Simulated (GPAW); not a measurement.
# Cu in GPAW: further runs

The runs below take Cu through relaxation of the atoms, with PBE.

Program: GPAW 26.7.0. These are calculated values, not measurements. Logs are shortened: lines on timing, memory, paths and dates and some standing lists are left out, and cuts for length are marked. The log counts tension as positive stress, the text compression.

### Step 1. The cell of the first run

The cell holds a slab with vacuum, 2 atoms: a = 2.531 Å, b = 2.531 Å, c = 17.065 Å, α = 90.00°, β = 90.00°, γ = 120.00°.

The slab is cut from a database's or a generator's crystal, which needn't be the stable form of the element.

### Step 2. Relaxation of the atoms, PBE (the (0 0 1) slab of Cu, cut from the database cell, not relaxed)

Input file run.py:

```python
import numpy as np
from ase import Atoms
from ase.io import write
from ase.optimize import BFGS
from gpaw import GPAW, PW

atoms = Atoms(['Cu', 'Cu'],
              cell=[[2.5307640267, 0, 0.0],
                    [-1.2653820133, 2.1917059381, 0.0],
                    [0.0, 0.0, 17.065454]],
              scaled_positions=[[0.0, 0.0, 0.4394843524],
                                [0.33333333, 0.66666666, 0.5605156341]],
              pbc=True)
atoms.pbc = (True, True, False)

calc = GPAW(mode=PW(450),
            xc='PBE',
            kpts={'size': (12, 12, 1), 'gamma': True},
            occupations={'name': 'fermi-dirac', 'width': 0.05},
            nbands=23,
            convergence={'density': 1e-05, 'energy': 1e-05},
            maxiter=150,
            poissonsolver={'dipolelayer': 'xy'},
            txt='gpaw.txt')
atoms.calc = calc
opt = BFGS(atoms, trajectory='relax.traj', logfile='-')
done = opt.run(fmax=0.02, steps=60)
calc.write('gs.gpw')
write('result.traj', atoms)
print('Converged:', done)
print('Cell:', atoms.cell.cellpar().round(4))
print('Volume:', round(atoms.get_volume(), 4))
print(atoms.get_scaled_positions().round(5))

v = calc.get_electrostatic_potential().mean(axis=(0, 1))
z = np.arange(len(v)) * atoms.cell[2, 2] / len(v)
ef = calc.get_fermi_level()
np.savetxt('planar.dat', np.c_[z, v], fmt='%.4f')
below, above = np.interp([1.5, atoms.cell[2, 2] - 1.5], z, v) - ef
print(f'Work functions: bottom {below:.4f} eV, top {above:.4f} eV')
print('Dipole moment:', *calc.get_dipole_moment().round(5), 'e A')
```

Potentials or basis: GPAW PAW data sets (gpaw-data 1.2.1), pw.

The run is started by

```bash
> OMP_NUM_THREADS=1 python run.py
```

gpaw.txt:

```text
__  _  _
 | _ |_)|_||  |
 |__||  | ||/\| - 26.7.0

Input parameters:
  mode=PW(ecut=450.00000000000006),
  convergence={'density': 1e-05, 'energy': 1e-05},
  kpts=MonkhorstPack(size=(12, 12, 1), gamma=True),
  maxiter=150,
  nbands=23,
  occupations=Occupations(name='fermi-dirac', width=0.05),
  poissonsolver=PoissonSolver(dipolelayer='xy'),
  xc=XC(name='PBE')

Diagonalizing LCAO Hamiltonian
Converting LCAO to pw mode

        Cu

       Cu

Atoms  # Å, Bohr magnetons
|   | symbol |        x |        y |        z |    initial magnetic moments |
|---|--------|----------|----------|----------|-----------------------------|
| 0 |     Cu | 0.000000 | 0.000000 | 7.500000 | ( 0.0000,  0.0000,  0.0000) |
| 1 |     Cu | 0.000000 | 1.461137 | 9.565454 | ( 0.0000,  0.0000,  0.0000) |

Unit cell  # Å
| periodic |         x |        y |         z |   lengths |     angles |
|----------|-----------|----------|-----------|-----------|------------|
|      yes |  2.530764 | 0.000000 |  0.000000 |  2.530764 |  90.000000 |
|      yes | -1.265382 | 2.191706 |  0.000000 |  2.530764 |  90.000000 |
|       no |  0.000000 | 0.000000 | 17.065454 | 17.065454 | 120.000000 |

Number of symmetries: 6
Symmetry operations  # r_c * U_cc + t_c -> r_c
|   | kind |            matrix            |
|---|------|------------------------------|
| 0 |  σ   |  1, 1, 0,  0,-1, 0,  0, 0, 1 |
| 1 |  E   |  1, 0, 0,  0, 1, 0,  0, 0, 1 |
| 2 |  C3  |  0, 1, 0, -1,-1, 0,  0, 0, 1 |
| 3 |  σ   |  0,-1, 0, -1, 0, 0,  0, 0, 1 |
| 4 |  σ   | -1, 0, 0,  1, 1, 0,  0, 0, 1 |
| 5 |  C3  | -1,-1, 0,  1, 0, 0,  0, 0, 1 |

BZ-sampling:
  Number of BZ points: 144
  Number of IBZ points: 19

  Monkhorst-Pack size: [12, 12, 1]
  Monkhorst-Pack shift: [0.041666666666666664, 0.041666666666666664, 0.0]

K-points  # in reciprocal-cell coordinates
|     |                                coordinates |     weight |
|-----|--------------------------------------------|------------|
|   0 | ( -0.00000000,  -0.00000000,   0.00000000) | 0.00694444 |
|   1 | (  0.08333333,  -0.00000000,   0.00000000) | 0.04166667 |
|   2 | (  0.16666667,  -0.08333333,   0.00000000) | 0.04166667 |
|   3 | (  0.16666667,  -0.00000000,   0.00000000) | 0.04166667 |
|   4 | (  0.25000000,  -0.08333333,   0.00000000) | 0.08333333 |
|   5 | (  0.25000000,  -0.00000000,   0.00000000) | 0.04166667 |
|   6 | (  0.33333333,  -0.16666667,   0.00000000) | 0.04166667 |
|   7 | (  0.33333333,  -0.08333333,   0.00000000) | 0.08333333 |
|   8 | (  0.33333333,  -0.00000000,   0.00000000) | 0.04166667 |
|   9 | (  0.33333333,   0.33333333,   0.00000000) | 0.01388889 |
| ... |                                            |            |
|  18 | (  0.50000000,   0.50000000,   0.00000000) | 0.02083333 |

Plane wave coefficients: 2129
Cutoff: 450.00000000000006 eV

Spin-components: 1 (collinear spins)
Bands:           23
Projectors:      12
Spin-degeneracy: 2
Datatype:        complex128

Parallelization:
  kpt:    1
  domain: 1
  band:   1

Density:
  Valence electrons: 22.0
  Components: 1
  Grid points: [14 14 84]
  Charge: 0.0  # |e|

Potential:
  Grid points: [14 14 84]

species:
  Cu:
    name:    Copper
    Z:       29.0
    valence: 11
    core:    18
    charge:  0.0  # [|e|]
    compensation charges:
      type: gauss
      rc: 0.33  # [Å]
      lmax: 2
    cutoffs:
      filter: 2.06  # [Å]
      core: 2.43  # [Å]
    projectors
    | kind |    occ | energy [eV] | rcut [Å] |
    |------|--------|-------------|----------|
    |   4s |  1.000 |      -4.609 |    1.164 |
    |   4p |  0.000 |      -0.698 |    1.164 |
    |   3d | 10.000 |      -5.039 |    1.058 |
    |    s |        |      22.603 |    1.164 |
    |    p |        |      26.513 |    1.164 |
    |    d |        |      22.172 |    1.058 |

    Using partial waves for Cu as LCAO basis

Reference energy: -90042.903682  # eV

eigensolver:
  PPCG
  Converge bands: occupied
  niter=2

density mixing:
  MSR1-Mixer
  Pratt-step length: 0.05
  Maximum mixing coefficient: 0.75
  Old densities: 10
  SVD Regularization: 0.005
  Good broyden scale: 1.0
  Trust region scale: 1.0
  Backstep threshold: 4.0
  History deletion threshold: 6.0
  Fourier metric: weight=20.0, sigma=0.015

occupation numbers:
  Fermi-Dirac:
    width: 0.0500  # eV

<gpaw.new.pw.poisson.DipoleLayerPWPoissonSolver object>
xc functional:
  name: PBE with 2 nearest neighbor stencil

convergence criteria:
- Maximum integral of absolute [dens]ity change: 1e-05 electrons / valence electron
- Maximum [total energy] change in last 3 cyles: 1e-05 eV / valence electron
- Maximum integral of absolute [eigenst]ate change: 4e-08 eV^2 / valence electron
maximum number of iterations: 150

SCF iterations
|iter     | |      energy | eigst |  dens |
|---------|-|-------------|-------|-------|
|iter:   1| |   -7.939437 | +0.02 |       |
|iter:   2| |   -7.254878 | -2.11 | -0.90 |
|iter:   3| |   -6.398170 | -1.48 | -1.03 |
|iter:   4| |   -6.370614 | -2.88 | -1.65 |
|iter:   5| |   -6.359598 | -3.90 | -1.92 |
|iter:   6| |   -6.357376 | -4.14 | -2.32 |
|iter:   7| |   -6.357664 | -4.60 | -3.21 |
|iter:   8| |   -6.357289 | -5.00 | -2.94 |
|iter:   9| |   -6.357290 | -6.80 | -3.74 |
|iter:  10| |   -6.357290c| -7.24 | -3.99 |
|iter:  11| |   -6.357290c| -8.00c| -4.43 |
|iter:  12| |   -6.357290c| -8.42c| -4.80 |
|iter:  13| |   -6.357290c| -7.81c| -4.97 |
|iter:  14| |   -6.357290c| -8.94c| -6.08c|

Converged in 14 steps
Energy contributions relative to reference atoms: (reference = -90042.903682)

Energy contributions:
  Kinetic:         -24.445628
  Coulomb:          18.772396
  Zero:              0.258658
  External:          0.000000
  Xc:               -0.939602
  Entropy:          -0.006227
  Spinorbit:         0.000000
  ----------------------------
  Free energy:      -6.360404
  Extrapolated:     -6.357290

dipole moment: (-4.663168, -3.658730, -0.000006)  # |e|*Ang

Fermi level: -1.492
Eigenvalues  # (at kpt = [-0.000, -0.000, 0.000])
| band index |      eig [eV] | occ [0-2] |
|------------|---------------|-----------|
|          0 |        -9.714 |     2.000 |
|        ... |               |           |
|          4 |        -4.388 |     2.000 |
|          5 |        -4.307 |     2.000 |
|          6 |        -4.307 |     2.000 |
|          7 |        -3.586 |     2.000 |
|          8 |        -3.542 |     2.000 |
|          9 |        -3.542 |     2.000 |
[... 8 lines left out ...]
|         18 |         8.287 |     0.000 |
|         19 |        12.398 |     0.000 |
|        ... |               |           |
|         22 |        18.330 |     0.000 |

No gap
No difference between direct/indirect transitions
vacuum-level: 3.290  # V
Workfunctions: 4.782, 4.782 eV (top, bottom)

Forces  # eV/Ang
|        x |       y |        z |
|----------|---------|----------|
|  0.00000 | 0.00000 | -0.34037 |  # Cu   0
| -0.00000 | 0.00000 |  0.34039 |  # Cu   1

        Cu

       Cu

Atoms  # Å, Bohr magnetons
|   | symbol |        x |        y |        z |    initial magnetic moments |
|---|--------|----------|----------|----------|-----------------------------|
| 0 |     Cu | 0.000000 | 0.000000 | 7.495138 | ( 0.0000,  0.0000,  0.0000) |
| 1 |     Cu | 0.000000 | 1.461137 | 9.570316 | ( 0.0000,  0.0000,  0.0000) |

Unit cell  # Å
| periodic |         x |        y |         z |   lengths |     angles |
|----------|-----------|----------|-----------|-----------|------------|
|      yes |  2.530764 | 0.000000 |  0.000000 |  2.530764 |  90.000000 |
|      yes | -1.265382 | 2.191706 |  0.000000 |  2.530764 |  90.000000 |
|       no |  0.000000 | 0.000000 | 17.065454 | 17.065454 | 120.000000 |

convergence criteria:
- Maximum integral of absolute [dens]ity change: 1e-05 electrons / valence electron
- Maximum [total energy] change in last 3 cyles: 1e-05 eV / valence electron
- Maximum integral of absolute [eigenst]ate change: 4e-08 eV^2 / valence electron
maximum number of iterations: 150

SCF iterations
|iter     | |      energy | eigst |  dens |
|---------|-|-------------|-------|-------|
|iter:   1| |   -6.362932 | -3.48 |       |
|iter:   2| |   -6.362172 | -4.91 | -2.57 |
|iter:   3| |   -6.360928 | -4.16 | -2.68 |
|iter:   4| |   -6.360610 | -4.73 | -3.14 |
|iter:   5| |   -6.360552 | -6.41 | -3.61 |
|iter:   6| |   -6.360523c| -6.01 | -3.76 |
|iter:   7| |   -6.360522c| -7.86c| -4.09 |
|iter:   8| |   -6.360523c| -7.49c| -4.33 |
|iter:   9| |   -6.360522c| -7.61c| -4.27 |
|iter:  10| |   -6.360522c| -9.26c| -5.24c|
[... 156 lines left out ...]
Unit cell  # Å
| periodic |         x |        y |         z |   lengths |     angles |
|----------|-----------|----------|-----------|-----------|------------|
|      yes |  2.530764 | 0.000000 |  0.000000 |  2.530764 |  90.000000 |
|      yes | -1.265382 | 2.191706 |  0.000000 |  2.530764 |  90.000000 |
|       no |  0.000000 | 0.000000 | 17.065454 | 17.065454 | 120.000000 |

convergence criteria:
- Maximum integral of absolute [dens]ity change: 1e-05 electrons / valence electron
- Maximum [total energy] change in last 3 cyles: 1e-05 eV / valence electron
- Maximum integral of absolute [eigenst]ate change: 4e-08 eV^2 / valence electron
maximum number of iterations: 150

SCF iterations
|iter     | |      energy | eigst |  dens |
|---------|-|-------------|-------|-------|
|iter:   1| |   -6.374926 | -3.51 |       |
|iter:   2| |   -6.374148 | -4.95 | -2.58 |
|iter:   3| |   -6.372796 | -4.17 | -2.69 |
|iter:   4| |   -6.372433 | -4.73 | -3.16 |
|iter:   5| |   -6.372371 | -6.43 | -3.64 |
|iter:   6| |   -6.372388c| -5.83 | -3.74 |
|iter:   7| |   -6.372341c| -5.92 | -3.41 |
|iter:   8| |   -6.372341c| -8.18c| -4.08 |
|iter:   9| |   -6.372341c| -7.61c| -4.19 |
|iter:  10| |   -6.372341c| -8.87c| -5.26c|

Converged in 10 steps
Energy contributions relative to reference atoms: (reference = -90042.903682)

Energy contributions:
  Kinetic:         -25.480872
  Coulomb:          19.555387
  Zero:              0.254485
  External:          0.000000
  Xc:               -0.698722
  Entropy:          -0.005238
  Spinorbit:         0.000000
  ----------------------------
  Free energy:      -6.374960
  Extrapolated:     -6.372341

dipole moment: (-4.662144, -3.654656, 0.000020)  # |e|*Ang

Fermi level: -1.556
Eigenvalues  # (at kpt = [-0.000, -0.000, 0.000])
| band index |      eig [eV] | occ [0-2] |
|------------|---------------|-----------|
|          0 |        -9.508 |     2.000 |
|        ... |               |           |
|          4 |        -4.279 |     2.000 |
|          5 |        -4.207 |     2.000 |
|          6 |        -4.207 |     2.000 |
|          7 |        -3.543 |     2.000 |
|          8 |        -3.431 |     2.000 |
|          9 |        -3.431 |     2.000 |
[... 8 lines left out ...]
|         18 |         8.148 |     0.000 |
|         19 |        12.241 |     0.000 |
|        ... |               |           |
|         22 |        18.371 |     0.000 |

No gap
No difference between direct/indirect transitions
vacuum-level: 3.278  # V
Workfunctions: 4.834, 4.834 eV (top, bottom)

Forces  # eV/Ang
|        x |        y |        z |
|----------|----------|----------|
|  0.00000 | -0.00000 | -0.00502 |  # Cu   0
| -0.00000 |  0.00000 |  0.00513 |  # Cu   1

# Writing to gs.gpw (mode='')
```

Run time: 54 s. Hardware: 1 thread of Arm Neoverse V2, shared host; peak memory 0.16 GiB.

Results:

- Free energy: -6.3750 eV
- Energy gained by relaxing: 7.5 meV/atom
- Ionic steps: 4
- Largest force after relaxing: 0.005 eV/Å
- Band gap on the k mesh: none (metal or under the smearing width)
- Dipole across the slab: 0.00 e·Å
- Work function of the upper face: 4.83 eV
- Work function of the lower face: 4.83 eV

Forces on the atoms (eV/Å):
```
Cu   0.000  0.000 -0.005
Cu   0.000  0.000  0.005
```

The path:
```
step  energy change (eV)  largest force (eV/Å)
   1              0.0000                0.3404
   2             -0.0032                0.2987
   3             -0.0148                0.0359
   4             -0.0151                0.0051
```

Final structure:
```
Cu
1.0
     2.53076    0.00000    0.00000
    -1.26538    2.19171    0.00000
     0.00000    0.00000   17.06545
Cu
2
Direct
  0.00000 0.00000 0.43688
  0.33333 0.66667 0.56312
```

Levels at points of the mesh, in eV from the Fermi level:
```tsv
k point	band 7	band 8	band 9	band 10	band 11	band 12	band 13	band 14	band 15	band 16
(0.00, 0.00, 0.00)	-2.65	-1.99	-1.87	-1.87	-1.57	-1.57	0.03	4.38	4.60	6.09
(0.50, 0.50, 0.00)	-1.78	-1.67	-1.35	-1.31	0.56	1.65	5.18	5.77	8.31	9.93
```

Caveat: the cutoff is short for stress and forces, so pressures can be off by a GPa or more; later steps reuse the first step's grids.

### Step 3. Relaxation of the atoms, PBE (the (0 0 1) slab of Cu, cut from the database cell, not relaxed)

run.py, as its differences from that of step 2:

```diff
@@ -6,8 +6,9 @@
 
-atoms = Atoms(['Cu', 'Cu'],
+atoms = Atoms(['Cu', 'Cu', 'Cu'],
               cell=[[2.5307640267, 0, 0.0],
                     [-1.2653820133, 2.1917059381, 0.0],
-                    [0.0, 0.0, 17.065454]],
-              scaled_positions=[[0.0, 0.0, 0.4394843524],
-                                [0.33333333, 0.66666666, 0.5605156341]],
+                    [0.0, 0.0, 19.130908]],
+              scaled_positions=[[0.0, 0.0, 0.392035757],
+                                [0.33333333, 0.66666666, 0.499999988],
+                                [0.0, 0.0, 0.6079642189]],
               pbc=True)
@@ -19,3 +20,3 @@
             occupations={'name': 'fermi-dirac', 'width': 0.05},
-            nbands=23,
+            nbands=33,
             convergence={'density': 1e-05, 'energy': 1e-05},
```

Potentials or basis: GPAW PAW data sets (gpaw-data 1.2.1), pw.

The run is started by

```bash
> OMP_NUM_THREADS=1 python run.py
```

It took 71 s on 1 thread of Arm Neoverse V2, shared host; peak memory 0.18 GiB.

It converged, with:

| Item | Value |
| --- | --- |
| Free energy | -9.9440 eV |
| Energy gained by relaxing | 4.7 meV/atom |
| Ionic steps | 3 |
| Largest force after relaxing | 0.016 eV/Å |
| Band gap on the k mesh | none (metal or under the smearing width) |
| Dipole across the slab | 0.00 e·Å |
| Work function of the upper face | 4.86 eV |
| Work function of the lower face | 4.86 eV |

Forces in eV/Å, atoms in the order of the input:
```
Cu   0.000  0.000 -0.016
Cu   0.000  0.000  0.000
Cu   0.000  0.000  0.016
```

Step by step:
```tsv
step	energy change (eV)	largest force (eV/Å)
1	0.0000	0.2159
2	-0.0013	0.2041
3	-0.0142	0.0159
```

Final structure:
```
Cu
1.0
     2.53076    0.00000    0.00000
    -1.26538    2.19171    0.00000
     0.00000    0.00000   19.13091
Cu
3
Direct
  0.00000 0.00000 0.38908
  0.33333 0.66667 0.50000
  0.00000 0.00000 0.61092
```

Levels at points of the mesh, in eV from the Fermi level:
```tsv
k point	band 14	band 15	band 16	band 17	band 18	band 19	band 20	band 21
(0.00, 0.00, 0.00)	-1.72	-1.72	-1.63	-1.63	-1.55	-0.18	4.21	4.84
(0.50, 0.50, 0.00)	-1.30	-1.30	0.19	1.03	1.64	4.94	5.74	6.63
```

Caveat: the cutoff is short for stress and forces, so pressures can be off by a GPa or more; later steps reuse the first step's grids.

### Step 4. Relaxation of the atoms, PBE (the (0 0 1) slab of Cu, cut from the database cell, not relaxed)

run.py, as its differences from that of step 3:

```diff
@@ -6,9 +6,10 @@
 
-atoms = Atoms(['Cu', 'Cu', 'Cu'],
+atoms = Atoms(['Cu', 'Cu', 'Cu', 'Cu'],
               cell=[[2.5307640267, 0, 0.0],
                     [-1.2653820133, 2.1917059381, 0.0],
-                    [0.0, 0.0, 19.130908]],
-              scaled_positions=[[0.0, 0.0, 0.392035757],
-                                [0.33333333, 0.66666666, 0.499999988],
-                                [0.0, 0.0, 0.6079642189]],
+                    [0.0, 0.0, 21.196361]],
+              scaled_positions=[[0.0, 0.0, 0.3538343209],
+                                [0.33333333, 0.66666666, 0.4512781118],
+                                [0.0, 0.0, 0.5487219028],
+                                [0.66666667, 0.33333334, 0.6461656937]],
               pbc=True)
@@ -20,3 +21,3 @@
             occupations={'name': 'fermi-dirac', 'width': 0.05},
-            nbands=33,
+            nbands=42,
             convergence={'density': 1e-05, 'energy': 1e-05},
```

The run is started by

```bash
> OMP_NUM_THREADS=1 python run.py
```

It took 5 min on 1 thread of Arm Neoverse V2, shared host; peak memory 0.2 GiB.

The run converged. Its results:

```
Free energy                     : -13.5946 eV
Energy gained by relaxing       : 3.3 meV/atom
Ionic steps                     : 7
Largest force after relaxing    : 0.011 eV/Å
Band gap on the k mesh          : none (metal or under the smearing width)
Dipole across the slab          : 0.00 e·Å
Work function of the upper face : 4.79 eV
Work function of the lower face : 4.79 eV
```

Forces on the atoms (eV/Å):
```
Cu   0.000  0.000  0.008
Cu   0.000  0.000 -0.007
Cu   0.000  0.000 -0.011
Cu   0.000  0.000  0.008
```

Step by step:
| step | energy change (eV) | largest force (eV/Å) |
| --- | --- | --- |
| 1 | 0.0000 | 0.2167 |
| 2 | -0.0011 | 0.2028 |
| 3 | -0.0103 | 0.1665 |
| 4 | -0.0111 | 0.1563 |
| 5 | -0.0131 | 0.0652 |
| 6 | -0.0134 | 0.0245 |
| 7 | -0.0134 | 0.0115 |

Final structure:
```
CELL_PARAMETERS angstrom
2.53076 0.00000 0.00000
-1.26538 2.19171 0.00000
0.00000 0.00000 21.19636
ATOMIC_POSITIONS crystal
Cu 0.00000 0.00000 0.35042
Cu 0.33333 0.66667 0.45041
Cu 0.00000 0.00000 0.54987
Cu 0.66667 0.33333 0.64925
```

Levels at points of the mesh, in eV from the Fermi level:
```
           k point  band 18  band 19  band 20  band 21  band 22  band 23  band 24  band 25  band 26  band 27
(0.00, 0.00, 0.00)    -1.97    -1.97    -1.72    -1.72    -1.63    -1.63    -1.29    -0.36     4.23     4.39
(0.50, 0.50, 0.00)    -1.49    -1.36    -1.36    -0.06     0.63     1.35     1.63     4.74     5.18     6.27
```

Caveat: the cutoff is short for stress and forces, so pressures can be off by a GPa or more; later steps reuse the first step's grids.

[end of part 1 of 2]
